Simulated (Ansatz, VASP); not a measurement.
## Two plane-wave programs on As

INCAR

```
SYSTEM = As
PREC     = Accurate       ! precision mode
ENCUT    = 520            ! plane-wave cutoff, eV
EDIFF    = 1E-6           ! SCF threshold, eV
ISMEAR   = 0              ! smearing method
SIGMA    = 0.1            ! smearing width, eV
LREAL    = .FALSE.        ! projectors in reciprocal space
LASPH    = .TRUE.         ! aspherical terms in the spheres
NELM     = 100            ! most SCF steps
ALGO     = Normal         ! electronic algorithm
ISIF     = 2              ! what is computed and relaxed
LWAVE    = .FALSE.        ! write WAVECAR
LCHARG   = .TRUE.         ! write CHGCAR
GGA      = PE             ! functional
LELF     = .TRUE.         ! ELF
LVHAR    = .TRUE.       
NBANDS   = 24             ! bands
```

Contents of KPOINTS:

```
regular mesh
0
G
  6 6 2
  0 0 0
```

Contents of POSCAR:

```
As
1.0
    3.6365760900      0.0000000000      0.0000000000
   -1.8182880500      3.1493672800      0.0000000000
    0.0000000000      0.0000000000      9.2564430200
As
6
Direct
    0.0000000000      0.0000000000      0.5000000000
    0.0000000000      0.0000000000      0.0000000000
    0.6666666700      0.3333333300      0.3797952800
    0.3333333300      0.6666666700      0.6202047200
    0.3333333300      0.6666666700      0.8797952800
    0.6666666700      0.3333333300      0.1202047200
```

Input for Ansatz:

```yaml
crystal:
  lattice:
    - [3.63657609, 0.0, 0.0]
    - [-1.81828805, 3.14936728, 0.0]
    - [0.0, 0.0, 9.25644302]
  atoms:
    - { symbol: As, position: [0.0, 0.0, 0.5] }
    - { symbol: As, position: [0.0, 0.0, 0.0] }
    - { symbol: As, position: [0.66666667, 0.33333333, 0.37979528] }
    - { symbol: As, position: [0.33333333, 0.66666667, 0.62020472] }
    - { symbol: As, position: [0.33333333, 0.66666667, 0.87979528] }
    - { symbol: As, position: [0.66666667, 0.33333333, 0.12020472] }
basis:
  ecutwfc: 420
kpoints:
  mp_grid: { grid: [6, 6, 2] }
hamiltonian:
  xc: pbe
scf:
  occupations: { method: gaussian, width: 0.1 }
  lower_state_search: "off"
output:
  forces: true
  stress: true
  eigenvalues: true
```

Alike in both runs: task single point; functional PBE; k mesh 6 × 6 × 2; occupations gaussian, width 0.1 eV; no spin polarisation.

```csv
,VASP,Ansatz
version,VASP 6.6.1,Ansatz 0.2.0
potentials or method,"VASP PAW PBE potentials, release 64 (As)","scalar-relativistic, plane waves, PAW"
plane-wave cutoff (eV),520,420
valence electrons in the cell,30,90
```

```csv
,VASP,Ansatz,Ansatz less VASP
gap on the k mesh at the Fermi level (eV),none,none,-
rms of the force components (eV/Å),1.742,1.715,-0.0269
```

Atom by atom the forces differ by 0.027 eV/Å (rms over components). A gap of «none» marks a metal or a gap that the smearing closes. The two sets of potentials don't hold the same shells in valence.

Caveats: forces of over 1 eV/Å show positions far from the minimum, so gaps and moduli don't describe the material at rest.
